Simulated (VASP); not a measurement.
A run of VASP 6.6.1 is set up as follows.

Contents of POSCAR:

```
BeTe
1.0
    0.0000000000      2.7700000000      2.7700000000
    2.7700000000      0.0000000000      2.7700000000
    2.7700000000      2.7700000000      0.0000000000
Te Be
1 1
Direct
    0.7500000000      0.7500000000      0.7500000000
    0.0000000000      0.0000000000      0.0000000000
```

INCAR.step1

```
SYSTEM = BeTe
ALGO     = Normal         ! electronic algorithm
EDIFF    = 1E-8           ! SCF threshold, eV
ENCUT    = 500            ! plane-wave cutoff, eV
GGA      = PE             ! functional
ISMEAR   = 0              ! smearing method
KPAR     = 4            
LASPH    = .True.         ! aspherical terms in the spheres
LCHARG   = .False.        ! write CHGCAR
LREAL    = .False.        ! projectors in reciprocal space
LWAVE    = .True.         ! write WAVECAR
NELM     = 60             ! most SCF steps
PREC     = Accurate       ! precision mode
SIGMA    = 0.01           ! smearing width, eV
```

INCAR.step2

```
SYSTEM = BeTe
ALGO     = Exact          ! electronic algorithm
EDIFF    = 1E-8           ! SCF threshold, eV
ENCUT    = 500            ! plane-wave cutoff, eV
GGA      = PE             ! functional
ISMEAR   = 0              ! smearing method
ISTART   = 1            
KPAR     = 4            
LASPH    = .True.         ! aspherical terms in the spheres
LCHARG   = .False.        ! write CHGCAR
LOPTICS  = .True.         ! frequency-dependent dielectric function
LREAL    = .False.        ! projectors in reciprocal space
LWAVE    = .True.         ! write WAVECAR
NBANDS   = 277            ! bands
NELM     = 1              ! most SCF steps
PREC     = Accurate       ! precision mode
SIGMA    = 0.01           ! smearing width, eV
```

File INCAR.step3:

```
SYSTEM = BeTe
ALGO     = EVGW0          ! electronic algorithm
EDIFF    = 1E-8           ! SCF threshold, eV
ENCUT    = 500            ! plane-wave cutoff, eV
ENCUTGW  = 200            ! cutoff of the response function
GGA      = PE             ! functional
ISMEAR   = 0              ! smearing method
ISTART   = 1            
KPAR     = 4            
LASPH    = .True.         ! aspherical terms in the spheres
LCHARG   = .False.        ! write CHGCAR
LREAL    = .False.        ! projectors in reciprocal space
LWAVE    = .False.        ! write WAVECAR
NBANDS   = 277            ! bands
NBANDSGW = 12           
NELMGW   = 4            
NOMEGA   = 50             ! frequency points
PREC     = Accurate       ! precision mode
PRECFOCK = Fast         
SIGMA    = 0.01           ! smearing width, eV
```

Contents of KPOINTS:

```
k-points
0
Gamma
  4 4 4
  0 0 0
```

Potentials or basis: VASP PAW PBE potentials, release 64 (Te_GW, Be_GW).

Run with:

```bash
$ cat potpaw_PBE.64/Te_GW/POTCAR potpaw_PBE.64/Be_GW/POTCAR > POTCAR
$ cp INCAR.step1 INCAR
$ mpirun -np 4 vasp_std > vasp.out
$ cp INCAR.step2 INCAR
$ mpirun -np 4 vasp_std > vasp.out
$ cp INCAR.step3 INCAR
$ mpirun -np 4 vasp_std > vasp.out
```

Problem. Estimate the quasiparticle gap.

Solution. 2.84 eV.

Problem. Predict the least direct quasiparticle gap.

Solution. 4.80 eV.

Problem. What does it give for the band gap on the k mesh, mean-field level?

Solution. 1.84 eV, indirect (least direct gap 3.56 eV).

Quasiparticle gap after each update of the energies (eV): 2.70, 2.82, 2.84, 2.84

Caveat: the k mesh is coarse (spacing up to 0.49 Å⁻¹), so the values aren't converged; bands, screening cutoff and mesh are small and nothing is extrapolated, so the quasiparticle values aren't converged; spin-orbit coupling is left out, which moves the levels of the heavy elements. A k mesh can miss the band edges.
